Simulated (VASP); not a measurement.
# Al: relaxation of cell and atoms with optB88-vdW

The system is Al.

```
CELL_PARAMETERS angstrom
0.00000 2.02481 2.02481
2.02481 0.00000 2.02481
2.02481 2.02481 0.00000
ATOMIC_POSITIONS crystal
Al 0.00000 0.00000 0.00000
```

```json
{
  "Program": "VASP 6.6.1",
  "Task": "relaxation of cell and atoms",
  "Functional": "optB88-vdW",
  "Potentials or basis": "VASP PAW PBE potentials, release 64 (Al)",
  "Cutoff": "600 eV",
  "k mesh": "11 × 11 × 11",
  "Occupations": "fermi-dirac, width 0.05 eV",
  "Spin": "no spin polarisation",
  "Further INCAR settings": "ALGO = Normal; EDIFF = 1e-07; IBRION = 2; EDIFFG = -0.01; NSW = 60; ISIF = 3"
}
```

* Relaxed volume: 16.68 Å³/atom
* Relaxed cell: a = 2.868 Å, b = 2.868 Å, c = 2.868 Å, α = 60.00°, β = 60.00°, γ = 60.00°
* Space group after relaxing (to 0.05 Å): Fm-3m (No. 225)
* Energy gained by relaxing: 0.1 meV/atom
* Ionic steps: 2
* Pressure after relaxing: 0.0 GPa
* Band gap on the k mesh: none (metal or under the smearing width)

Final structure:
```
Al
1.0
     0.00000    2.02775    2.02775
     2.02775    0.00000    2.02775
     2.02775    2.02775    0.00000
Al
1
Direct
  0.00000 0.00000 0.00000
```

Levels at points of the mesh, in eV from the Fermi level:
```csv
k point,band 1,band 2,band 3,band 4,band 5
"(0.00, 0.00, 0.00)",-11.07,12.51,12.51,12.51,13.82
```

Run time: 28 s on 1 thread of Intel(R) Xeon(R) Platinum 8375C CPU @ 2.90GHz (Ice Lake), with other jobs on the host, peak memory 0.26 GiB.

The cell as given is a measured one (16.60 Å³/atom); optB88-vdW puts the equilibrium volume +0.4 % from it, thermal expansion not counted.

Caveat: the PAW data sets were made with another functional, which shifts forces and pressure a little.
